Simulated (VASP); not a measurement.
Crystal: HfO2.

```
Hf O
1.0
     3.55802    0.00000    0.00000
     0.00000    3.55802    0.00000
     0.00000    0.00000    5.17186
Hf O
2 4
Direct
  0.00000 0.00000 0.00000
  0.50000 0.50000 0.50000
  0.00000 0.50000 0.19721
  0.50000 0.00000 0.30279
  0.50000 0.00000 0.80279
  0.00000 0.50000 0.69721
```

Measurements of this composition are mostly on another form, of space group No. 14.

Base run:

| Quantity | Value |
| --- | --- |
| Program | VASP 6.6.1 |
| Functional | r2SCAN |
| Potentials or basis | VASP PAW PBE potentials, release 64 (Hf_pv, O) |
| Cutoff | 520 eV |
| k mesh | 8 × 8 × 6 |
| Occupations | gaussian, width 0.02 eV |
| Spin | no spin polarisation |

Its results: band gap on the k mesh 5.29 eV, indirect (least direct gap 5.37 eV); pressure 0.4 GPa.

**Question.** The run is repeated on the same cell with these changes: functional from r2SCAN to PBE. What comes out?

**Answer.** Band gap on the k mesh 4.76 eV, indirect (least direct gap 4.83 eV); pressure 6.5 GPa.

r2SCAN gives the wider gap, since meta-GGAs in the generalised Kohn-Sham scheme recover part of the derivative discontinuity.

Caveats: spin-orbit coupling is left out, which moves the levels of the heavy elements; the PAW data sets were made with another functional, which shifts forces and pressure a little (some runs).
